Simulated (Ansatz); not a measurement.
Runs of Ansatz 0.2.0 on Bi. Symmetry: Im-3m, No. 229, cubic system. The conventional cell has a = 3.963 Å, b = 3.963 Å, c = 3.963 Å, α = 90.00°, β = 90.00°, γ = 90.00°. Around Bi (site symmetry m-3m) lie 8 Bi at 3.43 Å. This isn't the form of Bi at room conditions, which is rhombohedral.

```csv
task,level,cell,k mesh,cutoff (eV),smearing,basis error allowed,mesh quality,gap on the mesh (eV),pressure (GPa),relaxed volume (Å³/atom)
single point,PBE,as given,5 × 5 × 5,139,fermi-dirac 0.06 eV,0.003 eV/atom,coarse,none,1.0,-
relaxation of cell and atoms,revPBE+D4,relaxed,9 × 9 × 9,-,fermi-dirac 0.05 eV,0.001 eV/atom,not flagged,-,0.0,30.06
single point,LDA,the cell as VASP's run set it,9 × 9 × 9,160,gaussian 0.05 eV,0.001 eV/atom,not flagged,none,-3.3,-
single point,PBE,as given,9 × 9 × 9,159,gaussian 0.028 eV,0.001 eV/atom,not flagged,none,0.9,-
relaxation of cell and atoms,PBEsol+D3(BJ),relaxed,9 × 9 × 9,-,fermi-dirac 0.05 eV,0.001 eV/atom,not flagged,-,0.0,(a)
single point,LDA,as given,9 × 9 × 9,160,gaussian 0.05 eV,0.001 eV/atom,not flagged,none,-3.3,-
single point,PBE,as given,9 × 9 × 9,159,gaussian 0.027 eV,0.001 eV/atom,not flagged,none,0.9,-
```

Alike in all rows: potentials or basis all-electron LAPW, scalar-relativistic; no spin polarisation.

Q: Fill in the values left out.

A: (a) 28.53.

Caveats: some runs use coarse meshes; spin-orbit coupling is left out, which moves the levels of the heavy elements; the k mesh is thin for a metal, which can move the energy by tens of meV per atom (some runs).

A k mesh can miss the band edges, and the runs leave out spin-orbit coupling on Bi.

A gap of «none» marks a metal or a gap under the smearing width.
